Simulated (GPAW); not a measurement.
# Co (P6_3/mmc) in GPAW: reference runs

How does Co come out in PBE? The cell is run as given and disturbed.

All numbers are computed with GPAW 26.7.0; they aren't measurements. Logs are shortened: lines on timing, memory, paths and dates and some standing lists are left out, and cuts for length are marked. The log counts tension as positive stress, the text compression.

### 1 Starting point

Symmetry: P6_3/mmc, No. 194, hexagonal system. Conventional cell: a = 2.471 Å, b = 2.471 Å, c = 8.088 Å, α = 90.00°, β = 90.00°, γ = 120.00°. Co (site symmetry -6m2) is surrounded by 12 Co at 2.47 Å. Co (site symmetry -3m) is surrounded by 12 Co at 2.47 Å.

### 2 Equation of state, PBE, collinear spin, ferromagnetic start

Contents of run.py:

```python
from ase import Atoms
from ase.eos import EquationOfState
from ase.io import Trajectory
from ase.units import GPa
from ase.parallel import parprint
from gpaw import GPAW, PW

atoms = Atoms(['Co', 'Co', 'Co', 'Co'],
              cell=[[2.4705617809, 0.0, 0.0],
                    [-1.2352808905, 2.1395692639, 0.0],
                    [0.0, 0.0, 8.0882338]],
              scaled_positions=[[0.6666666667, 0.3333333333, 0.75],
                                [0.0, 0.0, 0.5],
                                [0.3333333333, 0.6666666667, 0.25],
                                [0.0, 0.0, 0.0]],
              pbc=True)
atoms.set_initial_magnetic_moments([2.0, 2.0, 2.0, 2.0])

traj = Trajectory('eos.traj', 'w')
volumes, energies = [], []
for x in [0.94, 0.96, 0.98, 1.0, 1.02, 1.04, 1.06]:
    a = atoms.copy()
    a.set_cell(atoms.cell * x**(1 / 3), scale_atoms=True)
    calc = GPAW(mode=PW(600),
                xc='PBE',
                kpts={'size': (12, 12, 4), 'gamma': True},
                occupations={'name': 'fermi-dirac', 'width': 0.05},
                nbands=37,
                convergence={'density': 1e-05, 'energy': 1e-05},
                maxiter=150,
                txt=f'eos-{x:.2f}.txt')
    a.calc = calc
    energies.append(a.get_potential_energy(force_consistent=True))
    volumes.append(a.get_volume())
    p = -a.get_stress()[:3].mean() / GPa
    calc.write(f'eos-{x:.2f}.gpw')
    traj.write(a)
    parprint(f'{x:.2f} {volumes[-1]:10.4f} A^3 {energies[-1]:14.6f} eV {p:9.3f} GPa', flush=True)

v0, e0, B = EquationOfState(volumes, energies, eos='birchmurnaghan').fit()
parprint(f'V0 = {v0:.4f} A^3, E0 = {e0:.6f} eV, B0 = {B / GPa:.2f} GPa')
```

Potentials or basis: GPAW PAW data sets (gpaw-data 1.2.1), pw.

Command:

```bash
OMP_NUM_THREADS=1 mpirun -n 4 gpaw python run.py
```

The log of the run:

```text
__  _  _
 | _ |_)|_||  |
 |__||  | ||/\| - 26.7.0

Input parameters:
  mode=PW(ecut=600.0),
  convergence={'density': 1e-05, 'energy': 1e-05},
  kpts=MonkhorstPack(size=(12, 12, 4), gamma=True),
  maxiter=150,
  nbands=37,
  occupations=Occupations(name='fermi-dirac', width=0.05),
  xc=XC(name='PBE')

Diagonalizing LCAO Hamiltonian
Converting LCAO to pw mode

           Co

       Co
        Co

       Co

Atoms  # Å, Bohr magnetons
|   | symbol |         x |        y |        z |    initial magnetic moments |
|---|--------|-----------|----------|----------|-----------------------------|
| 0 |     Co |  1.210064 | 0.698631 | 5.942341 | ( 0.0000,  0.0000,  2.0000) |
| 1 |     Co |  0.000000 | 0.000000 | 3.961561 | ( 0.0000,  0.0000,  2.0000) |
| 2 |     Co | -0.000000 | 1.397262 | 1.980780 | ( 0.0000,  0.0000,  2.0000) |
| 3 |     Co |  0.000000 | 0.000000 | 0.000000 | ( 0.0000,  0.0000,  2.0000) |

Unit cell  # Å
| periodic |         x |        y |        z |  lengths |     angles |
|----------|-----------|----------|----------|----------|------------|
|      yes |  2.420128 | 0.000000 | 0.000000 | 2.420128 |  90.000000 |
|      yes | -1.210064 | 2.095892 | 0.000000 | 2.420128 |  90.000000 |
|      yes |  0.000000 | 0.000000 | 7.923121 | 7.923121 | 120.000000 |

Number of symmetries: 12
Symmetry operations  # r_c * U_cc + t_c -> r_c
|    | kind |            matrix            |
|----|------|------------------------------|
|  0 |  σ   |  1, 1, 0,  0,-1, 0,  0, 0, 1 |
|  1 |  S6  |  1, 1, 0, -1, 0, 0,  0, 0,-1 |
|  2 |  E   |  1, 0, 0,  0, 1, 0,  0, 0, 1 |
|  3 |  C2  |  1, 0, 0, -1,-1, 0,  0, 0,-1 |
|  4 |  C2  |  0, 1, 0,  1, 0, 0,  0, 0,-1 |
|  5 |  C3  |  0, 1, 0, -1,-1, 0,  0, 0, 1 |
|  6 |  S6  |  0,-1, 0,  1, 1, 0,  0, 0,-1 |
|  7 |  σ   |  0,-1, 0, -1, 0, 0,  0, 0, 1 |
|  8 |  σ   | -1, 0, 0,  1, 1, 0,  0, 0, 1 |
|  9 |  i   | -1, 0, 0,  0,-1, 0,  0, 0,-1 |
| 10 |  C3  | -1,-1, 0,  1, 0, 0,  0, 0, 1 |
| 11 |  C2  | -1,-1, 0,  0, 1, 0,  0, 0,-1 |

BZ-sampling:
  Number of BZ points: 576
  Number of IBZ points: 69

  Monkhorst-Pack size: [12, 12, 4]
  Monkhorst-Pack shift: [0.041666666666666664, 0.041666666666666664, 0.125]

K-points  # in reciprocal-cell coordinates
|     |                                coordinates |     weight |
|-----|--------------------------------------------|------------|
|   0 | ( -0.00000000,  -0.00000000,   0.00000000) | 0.00173611 |
|   1 | ( -0.00000000,  -0.00000000,   0.25000000) | 0.00347222 |
|   2 | ( -0.00000000,  -0.00000000,   0.50000000) | 0.00173611 |
|   3 | (  0.08333333,  -0.00000000,  -0.25000000) | 0.01041667 |
|   4 | (  0.08333333,  -0.00000000,   0.00000000) | 0.01041667 |
|   5 | (  0.08333333,  -0.00000000,   0.25000000) | 0.01041667 |
|   6 | (  0.08333333,  -0.00000000,   0.50000000) | 0.01041667 |
|   7 | (  0.16666667,  -0.08333333,   0.00000000) | 0.01041667 |
|   8 | (  0.16666667,  -0.08333333,   0.25000000) | 0.02083333 |
|   9 | (  0.16666667,  -0.08333333,   0.50000000) | 0.01041667 |
| ... |                                            |            |
|  68 | (  0.50000000,   0.50000000,   0.50000000) | 0.00520833 |

Plane wave coefficients: 1374
Cutoff: 600.0 eV

Spin-components: 2 (collinear spins)
Bands:           37
Projectors:      24
Spin-degeneracy: 1
Datatype:        complex128

Parallelization:
  kpt:    4
  domain: 1
  band:   1

Density:
  Valence electrons: 36.0
  Components: 2
  Grid points: [14 14 45]
  Charge: 0.0  # |e|

Potential:
  Grid points: [14 14 45]

species:
  Co:
    name:    Cobalt
    Z:       27.0
    valence: 9
    core:    18
    charge:  0.0  # [|e|]
    compensation charges:
      type: gauss
      rc: 0.32  # [Å]
      lmax: 2
    cutoffs:
      filter: 1.87  # [Å]
      core: 2.55  # [Å]
    projectors
    | kind |    occ | energy [eV] | rcut [Å] |
    |------|--------|-------------|----------|
    |   4s |  2.000 |      -5.469 |    1.005 |
    |   4p |  0.000 |      -1.277 |    1.058 |
    |   3d |  7.000 |      -8.205 |    1.005 |
    |    s |        |      21.742 |    1.005 |
    |    p |        |      25.934 |    1.058 |
    |    d |        |      19.007 |    1.005 |

    Using partial waves for Co as LCAO basis

Reference energy: -151610.839623  # eV

eigensolver:
  PPCG
  Converge bands: occupied
  niter=2

density mixing:
  MSR1-Mixer
  Pratt-step length: 0.05
  Maximum mixing coefficient: 0.75
  Old densities: 10
  SVD Regularization: 0.005
  Good broyden scale: 1.0
  Trust region scale: 1.0
  Backstep threshold: 4.0
  History deletion threshold: 6.0
  Fourier metric: weight=20.0, sigma=0.015

occupation numbers:
  Fermi-Dirac:
    width: 0.0500  # eV

poisson solver:
  ecut: 4800.0  # eV

xc functional:
  name: PBE with 2 nearest neighbor stencil

convergence criteria:
- Maximum integral of absolute [dens]ity change: 1e-05 electrons / valence electron
- Maximum [total energy] change in last 3 cyles: 1e-05 eV / valence electron
- Maximum integral of absolute [eigenst]ate change: 4e-08 eV^2 / valence electron
maximum number of iterations: 150

SCF iterations
|iter     | |      energy | eigst |  dens |  magmom |
|---------|-|-------------|-------|-------|---------|
|iter:   1| |  -32.437398 | +0.50 |       |  +8.0126|
|iter:   2| |  -32.686592 | -1.60 | -1.18 |  +7.9413|
|iter:   3| |-808259.112684 | +6.04 | -1.19 |-836.0644|
|iter:   4| |  -25.649622 | +2.28 | +1.78 |  +6.6518|
|iter:   5| |  -33.557643 | +0.65 | -0.39 |  +6.7204|
|iter:   6| |  -32.800049 | -0.97 | -1.03 |  +7.0532|
|iter:   7| |  -33.964593 | -1.91 | -1.49 |  +6.8089|
|iter:   8| |  -32.763523 | -2.26 | -0.95 |  +7.1507|
|iter:   9| |  -32.837685 | -2.92 | -1.55 |  +6.4744|
|iter:  10| |  -32.836046 | -4.08 | -1.94 |  +6.3715|
|iter:  11| |  -32.835454 | -4.36 | -2.26 |  +6.3115|
|iter:  12| |  -32.835708 | -5.34 | -2.75 |  +6.2819|
|iter:  13| |  -32.835792c| -5.76 | -3.09 |  +6.2689|
|iter:  14| |  -32.835820c| -6.44 | -3.43 |  +6.2660|
|iter:  15| |  -32.835820c| -7.05 | -3.55 |  +6.2646|
|iter:  16| |  -32.835820c| -7.93c| -4.20 |  +6.2653|
|iter:  17| |  -32.835820c| -8.04c| -4.50 |  +6.2658|
|iter:  18| |  -32.835819c| -8.61c| -5.02c|  +6.2660|

Converged in 18 steps
Energy contributions relative to reference atoms: (reference = -151610.839623)

Energy contributions:
  Kinetic:          56.422476
  Coulomb:         -45.894973
  Zero:             -0.144274
  External:          0.000000
  Xc:              -43.202203
  Entropy:          -0.033689
  Spinorbit:         0.000000
  ----------------------------
  Free energy:     -32.852664
  Extrapolated:    -32.835819

dipole moment: (-6.539813, -11.327288, -21.410342)  # |e|*Ang

Total magnetic moment: (0.000000, 0.000000, 6.266019)

Local magnetic moments
|        x |        y |        z |
|----------|----------|----------|
| 0.000000 | 0.000000 | 1.642542 |  # Co   0
| 0.000000 | 0.000000 | 1.617414 |  # Co   1
| 0.000000 | 0.000000 | 1.642542 |  # Co   2
| 0.000000 | 0.000000 | 1.617400 |  # Co   3

Fermi level: 11.873
Eigenvalues  # (at kpt = [-0.000, -0.000, 0.000])
| band index |      eig [eV] | occ [0-1] |      eig [eV] | occ [0-1] |
|------------|---------------|-----------|---------------|-----------|
|          0 |         2.289 |     1.000 |         2.303 |     1.000 |
|        ... |               |           |               |           |
|         12 |         9.285 |     1.000 |        10.890 |     1.000 |
|         13 |         9.369 |     1.000 |        10.947 |     1.000 |
|         14 |         9.369 |     1.000 |        10.947 |     1.000 |
|         15 |        10.060 |     1.000 |        11.360 |     1.000 |
|         16 |        10.060 |     1.000 |        11.898 |     0.380 |
|         17 |        10.422 |     1.000 |        11.898 |     0.380 |
[... 8 lines left out ...]
|         26 |        27.340 |     0.000 |        27.807 |     0.000 |
|         27 |        34.534 |     0.000 |        34.228 |     0.000 |
|        ... |               |           |               |           |
|         36 |        40.555 |     0.000 |        40.031 |     0.000 |

No gap
No difference between direct/indirect transitions

Stress tensor  # eV/Ang^3
|         x |         y |         z |
|-----------|-----------|-----------|
| -0.140041 | -0.000000 |  0.000000 |
| -0.000000 | -0.140041 | -0.000000 |
|  0.000000 | -0.000000 | -0.114760 |

# Writing to eos-0.94.gpw (mode='')
```

Wall time 6.7 min (4 MPI ranks of Arm Neoverse V2, shared host); peak memory 0.39 GiB.

Results:

```
Equilibrium volume                        : 10.99 Å³/atom
Bulk modulus at fixed shape and positions : 211 GPa
Pressure derivative of the bulk modulus   : 4.1
```

Energy against volume, from the lowest point:
| volume (Å³/atom) | energy (meV/atom) |
| --- | --- |
| 10.047 | 61.84 |
| 10.261 | 35.53 |
| 10.475 | 16.96 |
| 10.688 | 5.33 |
| 10.902 | 0.00 |
| 11.116 | 0.44 |
| 11.330 | 5.98 |

Caveat: the cell was scaled at fixed shape and fractional positions, which overstates the stiffness of a crystal with free parameters, most of all of layers and chains.

### 3 Single point, PBE, collinear spin, ferromagnetic start (atoms moved at random, drawn with an rms of 0.05 Å)

Contents of run.py:

```python
from ase import Atoms
from ase.dft.bandgap import bandgap
from ase.io import write
from ase.units import GPa
from ase.parallel import parprint
from gpaw import GPAW, PW

atoms = Atoms(['Co', 'Co', 'Co', 'Co'],
              cell=[[2.4705617809, 0.0, 0.0],
                    [-1.2352808905, 2.1395692639, 0.0],
                    [0.0, 0.0, 8.0882338]],
              scaled_positions=[[0.666292, 0.326734, 0.742874],
                                [-0.01058, 0.002001, 0.496243],
                                [0.347506, 0.695356, 0.254161],
                                [0.016481, -0.001814, -0.006647]],
              pbc=True)
atoms.set_initial_magnetic_moments([2.0, 2.0, 2.0, 2.0])

calc = GPAW(mode=PW(600),
            xc='PBE',
            kpts={'size': (12, 12, 4), 'gamma': True},
            occupations={'name': 'fermi-dirac', 'width': 0.05},
            nbands=37,
            convergence={'density': 1e-05, 'energy': 1e-05},
            maxiter=150,
            txt='gpaw.txt')
atoms.calc = calc
energy = atoms.get_potential_energy()
forces = atoms.get_forces()
stress = atoms.get_stress()
calc.write('gs.gpw')
write('result.traj', atoms)
parprint(f'Energy: {energy:.6f} eV')
parprint('Forces (eV/A):')
parprint(forces.round(4))
parprint('Stress (GPa):', (stress / GPa).round(3))
parprint('Moments:', calc.get_magnetic_moments().round(3))
parprint('Fermi level:', round(calc.get_fermi_level(), 4), 'eV')
parprint(f'Gap: {bandgap(calc)[0]:.4f} eV, direct: {bandgap(calc, direct=True)[0]:.4f} eV')
```

Potentials or basis: GPAW PAW data sets (gpaw-data 1.2.1), pw.

Command:

```bash
OMP_NUM_THREADS=1 mpirun -n 4 gpaw python run.py
```

Run time: 3.7 min. Hardware: 4 MPI ranks of Arm Neoverse V2, shared host; peak memory 0.32 GiB.

Results (log left out):

* Free energy: -33.0366 eV
* Pressure: 5.3 GPa
* Largest force: 0.776 eV/Å
* Band gap on the k mesh: none (metal or under the smearing width)
* Net moment: 6.61 μB per cell
* Site moments: Co +1.72, +1.69, +1.74, +1.73 μB

Forces in eV/Å, atoms in the order of the input:
```
Co   0.003  0.056  0.401
Co   0.108  0.054  0.098
Co  -0.003 -0.149 -0.762
Co  -0.109  0.039  0.263
```

Stress tensor (GPa, compression positive):
```
 7.25 -0.01 -0.02
-0.01  5.40  0.30
-0.02  0.30  3.20
```

Levels at points of the mesh, in eV from the Fermi level:
Spin up:
```csv
k point,band 19,band 20,band 21,band 22,band 23,band 24
"(0.00, 0.00, 0.00)",-1.52,-1.21,-1.18,-0.85,-0.74,-0.42
"(0.00, 0.00, 0.50)",-1.67,-1.62,-1.07,-1.00,-0.94,-0.88
"(0.00, 0.50, 0.00)",-0.53,-0.52,0.07,1.37,2.47,3.20
"(0.00, 0.50, 0.50)",-0.57,-0.55,1.07,1.21,2.81,2.94
"(0.50, 0.00, 0.00)",-0.54,-0.51,0.20,1.22,2.42,3.01
"(0.50, 0.00, 0.50)",-0.56,-0.55,1.16,1.25,2.64,2.74
"(0.50, 0.50, 0.00)",-0.54,-0.51,0.22,1.19,2.43,2.99
"(0.50, 0.50, 0.50)",-0.56,-0.55,1.15,1.27,2.63,2.73
```
Spin down:
```csv
k point,band 11,band 12,band 13,band 14,band 15,band 16,band 17,band 18
"(0.00, 0.00, 0.00)",-1.10,-0.85,-0.85,-0.80,-0.79,-0.46,0.02,0.14
"(0.00, 0.00, 0.50)",-1.02,-1.00,-1.00,-0.98,-0.89,-0.88,0.19,0.23
"(0.00, 0.50, 0.00)",-0.80,-0.15,0.01,0.34,1.22,1.24,1.27,1.30
"(0.00, 0.50, 0.50)",-0.87,-0.75,-0.28,-0.16,0.80,0.91,1.24,1.29
"(0.50, 0.00, 0.00)",-0.85,-0.12,0.02,0.43,1.22,1.24,1.27,1.31
"(0.50, 0.00, 0.50)",-0.86,-0.73,-0.33,-0.23,0.79,0.92,1.23,1.27
"(0.50, 0.50, 0.00)",-0.86,-0.14,0.04,0.44,1.22,1.22,1.27,1.30
"(0.50, 0.50, 0.50)",-0.89,-0.72,-0.34,-0.23,0.80,0.92,1.23,1.28
```
